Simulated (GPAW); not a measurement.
The system is ZnO (zincite).

```
Zn O
1.0
     3.24931    0.00000    0.00000
    -1.62465    2.81398    0.00000
     0.00000    0.00000    5.20571
Zn O
2 2
Direct
  0.66667 0.33333 0.00000
  0.33333 0.66667 0.50000
  0.33333 0.66667 0.87901
  0.66667 0.33333 0.37901
```

Base run:

| Item | Value |
| --- | --- |
| Program | GPAW 26.7.0 |
| Functional | optB88-vdW |
| Potentials or basis | GPAW PAW data sets (gpaw-data 1.2.1) |
| Cutoff | 800 eV |
| Basis | pw |
| k mesh | 6 × 6 × 3 |
| Occupations | fermi-dirac, width 0.05 eV |
| Spin | no spin polarisation |

Its results: band gap on the k mesh 0.96 eV, direct; largest force 0.072 eV/Å.

The run is repeated on the same cell with these changes: functional from optB88-vdW to TASK. What comes out?

Band gap on the k mesh 2.06 eV, direct; largest force 0.088 eV/Å.

Caveats: the PAW data sets were made with another functional, which shifts forces and pressure a little.

Not every run made on this cell is shown here.
